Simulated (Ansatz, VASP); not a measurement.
## Two plane-wave programs on N

```xyz
1
Lattice="0.0000 1.4761 1.4761 1.4761 0.0000 1.4761 1.4761 1.4761 0.0000" Properties=species:S:1:pos:R:3 pbc="T T T"
N     0.0000    0.0000    0.0000
```

Change from the starting cell: strain -0.050 along x and y, -0.050 along z, atoms carried along.

Alike in both runs: task single point; functional PBE; dispersion D3(BJ); k mesh 26 × 26 × 26; occupations gaussian, width 0.15 eV; no spin polarisation.

```csv
,VASP,Ansatz
version,VASP 6.6.1,Ansatz 0.2.0
potentials or method,"VASP PAW PBE potentials, release 64 (N)","scalar-relativistic, plane waves, PAW"
plane-wave cutoff (eV),520,420
valence electrons in the cell,5,5
```

|  | VASP | Ansatz | Ansatz less VASP |
| --- | --- | --- | --- |
| gap on the k mesh at the Fermi level (eV) | none | none | - |
| pressure (GPa) | 44.8 | 45.1 | +0.30 |

A gap of «none» marks a metal or a gap that the smearing closes. Ansatz warned: «dispersion_switch_in_reach».

Caveats: so large a pressure means that the cell lies far from this level's equilibrium, or that cutoff or potentials fall short (VASP); pairwise dispersion overbinds metals, which lowers pressure and volume.
